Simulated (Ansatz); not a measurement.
Geometry optimisation in Ansatz: input, command and trajectory.

```yaml
crystal:
  lattice:
    - [2.7194129574, 0.0, 0.0]
    - [-1.3597064787, 2.3550807045, 0.0]
    - [0.0, 0.0, 4.5617516726]
  atoms:
    - { symbol: Pd, position: [0.6666666667, 0.3333333333, 0.75] }
    - { symbol: Pd, position: [0.3333333333, 0.6666666667, 0.25] }
basis:
  ecutwfc: 420
kpoints:
  mp_grid: { grid: [18, 18, 10] }
hamiltonian:
  xc: pbesol
scf:
  occupations: { method: gaussian, width: 0.1 }
output:
  forces: true
  stress: true
  eigenvalues: true
relax:
  adjacent_minimum: "off"
  f_tol: 0.01
  max_steps: 60
  cell: { stress_tol: 0.1 }
```

```bash
ansatz run input.yaml --threads 1 --pin off --max-ram 2560MiB --backend cpu --events-out ev --progress --plain --runs-dir out
```

The calculation used Ansatz 0.2.0, DFT PBEsol, scalar-relativistic, plane waves, PAW.

Of 4 frames 3 are shown, positions in Å and forces in eV/Å; the SCF threshold varies from step to step. Steps run on the plane waves of an earlier cell, with a Pulay correction in the pressure. The basis is chosen afresh for the last frame, the zero of the energies, and at times for earlier ones too; energy and pressure step there, also at an unchanged geometry.

```xyz
2
Lattice="2.7194 0.0000 0.0000 -1.3597 2.3551 0.0000 0.0000 0.0000 4.5618" Properties=species:S:1:pos:R:3:forces:R:3 pbc="T T T" step=1 free_energy_over_end_meV_per_atom=0.01 pressure_GPa=0.15
Pd    1.3597    0.7850    3.4213    0.0000    0.0000    0.0000
Pd    0.0000    1.5701    1.1404    0.0000    0.0000    0.0000
2
Lattice="2.7198 0.0000 0.0000 -1.3599 2.3554 0.0000 0.0000 0.0000 4.5668" Properties=species:S:1:pos:R:3:forces:R:3 pbc="T T T" step=2 free_energy_over_end_meV_per_atom=0.01 pressure_GPa=-0.13
Pd    1.3599    0.7851    3.4251    0.0000    0.0000    0.0000
Pd    0.0000    1.5703    1.1417    0.0000    0.0000    0.0000
2
Lattice="2.7193 0.0000 0.0000 -1.3597 2.3550 0.0000 0.0000 0.0000 4.5659" Properties=species:S:1:pos:R:3:forces:R:3 pbc="T T T" step=4 free_energy_over_end_meV_per_atom=0.00 pressure_GPa=-0.02
Pd    1.3597    0.7850    3.4245    0.0000    0.0000    0.0000
Pd    0.0000    1.5700    1.1415    0.0000    0.0000    0.0000
```

Time: 24 s on 1 thread of Intel(R) Xeon(R) Processor @ 2.70GHz (shared host), peak memory 0.42 GiB.